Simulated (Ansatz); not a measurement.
# ZnAu: a sublattice moved along a line

All numbers below come from DFT PBEsol, scalar-relativistic, plane waves, PAW (Ansatz). Cutoff 420 eV, Γ-centred 16×16×16 k-points, Gaussian smearing of 0.15 eV. Spin–orbit coupling is left out, which can shift energies with elements as heavy as these. No spin polarisation. Energies are free energies at this smearing, counted from the undisturbed cell; pressure is positive in compression.

The starting cell (as given, not relaxed at this level; it stands at -2.5 GPa, and it needn't be the usual structure):

```
CELL_PARAMETERS angstrom
3.14700 0.00000 0.00000
0.00000 3.14700 0.00000
0.00000 0.00000 3.14700
ATOMIC_POSITIONS crystal
Zn 0.50000 0.50000 0.50000
Au 0.00000 0.00000 0.00000
```

Every Au atom is moved by x along the Cartesian unit vector (0.707, -0.707, 0.000); the cell and all other atoms stay fixed. The cell is metallic on the mesh throughout.

```
  x (Å)  ΔE (meV/cell) force along x on the moved atoms (eV/Å) pressure (GPa)
-0.3000          171.8                                     1.29             2.3
-0.1500           38.8                                     0.54            -1.3
 0.0000            0.0                                     0.00            -2.5
 0.0375            2.3                                    -0.13            -2.4
 0.0750            9.4                                    -0.25            -2.2
 0.1125           21.5                                    -0.39            -1.8
 0.1875           61.9                                    -0.70            -0.6
 0.2250           91.2                                    -0.87             0.2
 0.2625          127.6                                    -1.07             1.2
```

By symmetry 0.3000 repeats -0.3000, -0.2250 repeats 0.2250, 0.1500 repeats -0.1500, -0.0750 repeats 0.0750 in energy, with the opposite slope along the path.